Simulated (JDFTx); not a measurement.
## Hf in JDFTx: convergence with energy threshold

Input of the first run (energy threshold 0.001 Ha); the others differ in this setting and in those tied to it:

The input Hf.in:

```
lattice \
    0.0000000000     4.1951919967     4.1951919967 \
    4.1951919967     0.0000000000     4.1951919967 \
    4.1951919967     4.1951919967     0.0000000000
coords-type Cartesian
ion Hf     0.0000000000     0.0000000000     0.0000000000 1

ion-species pseudo/Hf.upf
elec-cutoff 29
elec-ex-corr lda-PW
kpoint-folding 10 10 10
elec-smearing Fermi 0.0018374661
elec-n-bands 11
electronic-SCF nIterations 100 energyDiffThreshold 0.001
electronic-minimize nIterations 30 energyDiffThreshold 1e-7
forces-output-coords Cartesian

dump-name run.$VAR
dump End Ecomponents EigStats BandEigs Kpoints Forces Stress
```

Potentials or basis: PseudoDojo-SR-LDA-0.4.1-standard.

Command:

```sh
$ jdftx -c 1 -i Hf.in -o Hf.out
```

This isn't the form of Hf at room conditions, which is hcp.

Hardware: 1 thread of Arm Neoverse V2, on a shared host.

Task: The values tried are 0.001 Ha, 0.0001 Ha, 1e-05 Ha, 1e-06 Ha, 1e-07 Ha, 1e-08 Ha, 1e-10 Ha, loosest first. From which on does the pressure stay within 0.1 GPa of the tightest run that finished?

Result: From 1e-06 Ha on.

```tsv
energy threshold	energy less the tightest run, at zero smearing (meV/atom)	pressure (GPa)	SCF cycles	CPU time (s)	peak memory (GiB)
0.001 Ha	0.08	-8.38	3	7.7	0.07
0.0001 Ha	0.00	-6.73	5	9.8	0.07
1e-05 Ha	0.00	-6.73	5	9.8	0.07
1e-06 Ha	0.00	-6.86	8	13	0.07
1e-07 Ha	0.00	-6.87	9	13	0.07
1e-08 Ha	0.00	-6.87	9	13	0.07
1e-10 Ha	0.00	-6.86	29	30	0.07
```

Against the tightest run, the energy stays within 1 meV/atom from 0.001 Ha on. The tightest run that finished is the yardstick and may itself not be fully converged.

The run has no spin-orbit coupling, so splittings on Hf are missing.
